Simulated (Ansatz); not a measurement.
Runs of Ansatz 0.2.0 on Ti. It takes space group Im-3m (No. 229, cubic). Conventional cell: a = 3.282 Å, b = 3.282 Å, c = 3.282 Å, α = 90.00°, β = 90.00°, γ = 90.00°. Around Ti (site symmetry m-3m) lie 8 Ti at 2.84 Å. This isn't the form of Ti at room conditions, which is hcp.

```csv
task,level,cell,k mesh,cutoff (eV),smearing,phonon path,basis error allowed,mesh quality,gap on the mesh (eV),pressure (GPa),relaxed volume (Å³/atom)
single point,PBE,as given,11 × 11 × 11,227,gaussian 0.02 eV,-,0.001 eV/atom,not flagged,none,-2.9,-
relaxation of cell and atoms,RPBE,relaxed,11 × 11 × 11,-,fermi-dirac 0.05 eV,-,0.001 eV/atom,not flagged,-,0.0,17.79
relaxation of cell and atoms,PBE+D4,relaxed,11 × 11 × 11,-,fermi-dirac 0.05 eV,-,0.001 eV/atom,not flagged,-,0.0,16.94
single point,PBE,as given,7 × 7 × 7,201,fermi-dirac 0.04 eV,-,0.003 eV/atom,coarse,none,-1.6,-
single point,PBE,as given,11 × 11 × 11,227,gaussian 0.019 eV,-,0.001 eV/atom,not flagged,none,-2.9,-
relaxation of cell and atoms,revPBE,relaxed,11 × 11 × 11,-,fermi-dirac 0.05 eV,-,0.001 eV/atom,not flagged,-,0.0,(a)
```

Alike in all rows: potentials or basis all-electron LAPW, scalar-relativistic; no spin polarisation.

Task: Estimate the missing entries.

Result: (a) 17.64.

Caveats: some runs use coarse meshes; the k mesh is thin for a metal, which can move the energy by tens of meV per atom (some runs).

A gap of «none» marks a metal or a gap under the smearing width.
